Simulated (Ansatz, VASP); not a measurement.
# In3As in VASP and in Ansatz

```
In As
1.0
     4.60214    0.00000    0.00000
     0.00000    4.60214    0.00000
     0.00000    0.00000    4.60214
In As
3 1
Direct
  0.00000 0.50000 0.50000
  0.50000 0.00000 0.50000
  0.50000 0.50000 0.00000
  0.00000 0.00000 0.01630
```

Alike in both runs: task single point; functional PBE; dispersion D3(BJ); k mesh 10 × 10 × 10; occupations gaussian, width 0.15 eV; no spin polarisation.

|  | VASP | Ansatz |
| --- | --- | --- |
| version | VASP 6.6.1 | Ansatz 0.2.0 |
| potentials or method | VASP PAW PBE potentials, release 64 (In_d, As) | scalar-relativistic, plane waves, PAW |
| plane-wave cutoff (eV) | 520 | 420 |
| valence electrons in the cell | 44 | 54 |

```csv
,VASP,Ansatz,Ansatz less VASP
gap on the k mesh at the Fermi level (eV),none,none,-
pressure (GPa),0.0,0.0,-0.01
rms of the force components (eV/Å),0.028,0.028,0.0000
```

Atom by atom the forces differ by 0.001 eV/Å (rms over components). A gap of «none» marks a metal or a gap that the smearing closes. The two sets of potentials don't hold the same shells in valence.

Caveats: pairwise dispersion overbinds metals, which lowers pressure and volume.
